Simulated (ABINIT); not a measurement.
Ge:

```xyz
1
Lattice="-1.6084 1.6084 1.8732 1.6084 -1.6084 1.8732 1.6084 1.6084 -1.8732" Properties=species:S:1:pos:R:3 pbc="T T T"
Ge    0.0000    0.0000    1.8732
```

The cell was built by a generator and needn't be a form met in nature.

| Item | Value |
| --- | --- |
| Program | ABINIT 10.8.3 (patched build) |
| Task | single point |
| Functional | PBE |
| Potentials or basis | JTH PAW PBE v2.0 |
| Cutoff | 599 eV |
| k mesh | 12 × 12 × 12 |
| Occupations | fermi-dirac, width 0.05 eV |
| Spin | no spin polarisation |

On this cell: pressure 0.2 GPa; band gap on the k mesh none (metal or under the smearing width).

The same run follows on a disturbed copy (cell strained at random at fixed volume):

```
CELL_PARAMETERS angstrom
-1.64855 1.58576 1.86236
1.66529 -1.57913 1.87104
1.63254 1.56312 -1.85667
ATOMIC_POSITIONS crystal
Ge 0.46933 0.48551 0.98579
```

Q: What changes?

A: The energy (extrapolated to zero smearing) moves by +0.4 meV/atom; pressure 0.0 GPa; band gap on the k mesh none (metal or under the smearing width).

Stress tensor (GPa, compression positive):
```
 0.07 -0.14 -0.05
-0.14 -0.10  0.05
-0.05  0.05  0.03
```
